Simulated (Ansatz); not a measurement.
```yaml
crystal:
  periodic: [false, false, false]
  atoms:
    - {symbol: C, position_ang: [-1.210940, -0.676765, 0.829744]}
    - {symbol: C, position_ang: [-0.003593, -1.153978, 1.131306]}
    - {symbol: C, position_ang: [1.016910, -0.192871, 0.569938]}
    - {symbol: C, position_ang: [0.952823, -0.363113, -0.973472]}
    - {symbol: C, position_ang: [-0.448264, 0.190894, -1.323439]}
    - {symbol: C, position_ang: [-1.011593, 0.609037, 0.063313]}
    - {symbol: C, position_ang: [0.264431, 1.133498, 0.732990]}
    - {symbol: H, position_ang: [-2.164319, -1.168251, 0.978961]}
    - {symbol: H, position_ang: [0.227719, -2.113699, 1.576432]}
    - {symbol: H, position_ang: [2.020622, -0.253263, 0.989149]}
    - {symbol: H, position_ang: [1.740830, 0.222804, -1.453111]}
    - {symbol: H, position_ang: [1.085729, -1.403827, -1.272206]}
    - {symbol: H, position_ang: [-0.376539, 1.060164, -1.981874]}
    - {symbol: H, position_ang: [-1.086274, -0.544916, -1.814882]}
    - {symbol: H, position_ang: [-1.866113, 1.283280, 0.018438]}
    - {symbol: H, position_ang: [0.111791, 1.407944, 1.778225]}
    - {symbol: H, position_ang: [0.727780, 1.962863, 0.190588]}
basis:
  gaussian: {orbitals: def2-TZVPPP}
hamiltonian: {xc: {name: PBEsol}}
accuracy: high
output: {forces: true}
```

```sh
$ ansatz run in.yaml --threads 2 --pin off --events-out ev --progress --plain --max-ram 22528MiB --backend cpu
```

It prints (some lines left out):

```
Error: <dir> can't be read: No such file or directory (os error 2)
```
